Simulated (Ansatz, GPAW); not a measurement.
HfN: programs and potentials compared

```
Hf N
1.0
     0.00000    2.25600    2.25600
     2.25600    0.00000    2.25600
     2.25600    2.25600    0.00000
Hf N
1 1
Cartesian
  0.0000 0.0000 0.0000
  2.2560 2.2560 2.2560
```

Alike in all runs: task single point; functional PBE; k mesh 10 × 10 × 10; occupations gaussian, width 0.024 eV; no spin polarisation; no spin-orbit coupling. Pressure is positive in compression and, in plane waves, holds the error of the finite cutoff, which Ansatz's Pulay term estimates and takes out.

| program and potentials | plane-wave cutoff (eV) | notes | band gap (eV) | pressure (GPa) |
| --- | --- | --- | --- | --- |
| Ansatz, Ansatz PAW | 420 | 15.5 valence electrons an atom on average; Pulay term of +0.50 GPa included | no gap | 6.59 |
| Ansatz, all-electron LAPW, scalar-relativistic | - | - | no gap | 6.66 |
| GPAW, GPAW PAW data sets (gpaw-data 1.2.1) | 800 | 8.5 valence electrons an atom on average | no gap | 6.71 |

None finds a gap. The pressure spans 6.59 (Ansatz, Ansatz PAW) to 6.71 GPa (GPAW, GPAW PAW data sets (gpaw-data 1.2.1)), with all-electron results at 6.66.

The functional is the same throughout but for its coding, so the spread measures potentials, basis and numerics; runs on potential files found faulty are left out.

All three calculations describe rocksalt HfN as a metal, as expected from its electron count. Nitrogen takes three of hafnium's four valence electrons to fill its p shell, and the remaining one partly occupies hafnium d states at the Fermi level. Covalent mixing between hafnium d and nitrogen p states makes the lattice stiff, so even a small mismatch in cell size produces a pressure of several GPa. Its positive sign means that PBE favours a somewhat larger cell than the one used here.

The difference in valence electron count between the two PAW sets matches a filled hafnium f shell, treated explicitly in one and frozen in the other. Their pressures nevertheless lie close together on either side of the all-electron value, which suggests that this shell is almost inert at this volume. The agreement depends on the Pulay term, as its +0.50 GPa exceeds the whole spread between the programs. Agreement at one volume does not establish equal bulk moduli.
